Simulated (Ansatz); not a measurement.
CsI: the functional and the phonons

CsI in the CsCl structure, relaxed with PBE.

```yaml
# lattice in Å, fractional positions
crystal:
  lattice:
    - [4.66853, 0.00000, 0.00000]
    - [0.00000, 4.66853, 0.00000]
    - [0.00000, 0.00000, 4.66853]
  atoms:
    - { symbol: Cs, position: [0.00000, 0.00000, 0.00000] }
    - { symbol: I, position: [0.50000, 0.50000, 0.50000] }
```

Settings of the Ansatz calculation: PBE; Ansatz hand-made PAW at 520 eV; k mesh 4×4×4; fixed occupations; no spin. Phonons (linear response) are harmonic and in cm⁻¹; i marks an unstable mode. Zone-centre lists hold the optical modes without the non-analytic term.

Caveats: coarse k mesh; the program warns that the mesh is coarse for the field response.

At 50.88 Å³ an atom it gives top Γ mode (cm⁻¹) 46; lowest mode at q = [0.5, 0.5, 0.5] (cm⁻¹) 46; top mode at q = [0.5, 0.5, 0.5] (cm⁻¹) 51; mean ε∞ 3.18; mean Born charge of Cs (e) 1.33.

**Question.** Repeat with PBEsol in its relaxed cell, LDA in its relaxed cell, on the same kind of potentials and mesh. What changes?

**Answer.** 
| functional | cutoff (eV) | volume (Å³/atom) | top Γ mode (cm⁻¹) | lowest mode at q = [0.5, 0.5, 0.5] (cm⁻¹) | top mode at q = [0.5, 0.5, 0.5] (cm⁻¹) | mean ε∞ | mean Born charge of Cs (e) |
| --- | --- | --- | --- | --- | --- | --- | --- |
| PBEsol in its relaxed cell | 520 | 45.85 | 58 | 52 | 58 | 3.47 | 1.32 |
| LDA in its relaxed cell | 520 | 42.69 | 68 | 57 | 66 | 3.67 | 1.32 |
